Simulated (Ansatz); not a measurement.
Relaxed bulk MoS2:

```cif
data_structure
_symmetry_space_group_name_H-M 'R-3m:H'
_symmetry_Int_Tables_number 166
_cell_length_a 3.1204
_cell_length_b 3.1204
_cell_length_c 18.2581
_cell_angle_alpha 90.000
_cell_angle_beta 90.000
_cell_angle_gamma 120.000
_cell_volume 153.96
loop_
_atom_site_label
_atom_site_type_symbol
_atom_site_symmetry_multiplicity
_atom_site_Wyckoff_symbol
_atom_site_fract_x
_atom_site_fract_y
_atom_site_fract_z
_atom_site_occupancy
Mo1 Mo 3 a 0.00000 0.00000 0.00000 1
S1 S 6 c 0.00000 0.00000 0.75436 1
```

Miller indices refer to the conventional cell of R-3m (No. 166), a = 3.120 Å, b = 3.120 Å, c = 18.258 Å, α = 90.00°, β = 90.00°, γ = 120.00°.

The (001) slab of 4 planes, 6.1 Å thick with 15 Å of vacuum as cut; outer planes Mo (top) and Mo (bottom).

Method: DFT PBEsol, scalar-relativistic, plane waves, PAW in Ansatz 0.2.0. Cutoff 420 eV; k points 12×12×1 on the computed 4-atom cell (Γ-centred); Gaussian smearing, width 0.10 eV; no spin polarisation. A dipole correction removes the field between periodic images along c.

The slab isn't stoichiometric (MoS), so its surface energy depends on the chemical potentials; it is given with the excess atoms taken from the element's standard state, a limit at which the compound may itself be unstable, so the figure can be too low.

With the atoms at the bulk's places:

```
Surface energy with the excess atoms taken from the elements : 3.14 J/m²
Work function                                                : 4.33 eV
```

(1) What changes when all atoms relax within this surface cell and its symmetry?

Each cell of MoS2 holds layers, and where no dispersion correction was added their binding is poorly described.

## Answers

(1) The energy falls by 0.199 J/m² a face, and the largest move is 0.09 Å.

* Surface energy with the excess atoms taken from the elements: 2.94 J/m²
* Work function: 4.31 eV

```tsv
plane (bottom to top)	atoms	spacing to next, bulk (Å)	relaxed (Å)	change (%)
1	Mo	1.601	1.483	-7.4
2	S	2.884	2.937	+1.8
3	S	1.601	1.483	-7.4
4	Mo
```

The reference crystal is a form of MoS2, which isn't its usual structure.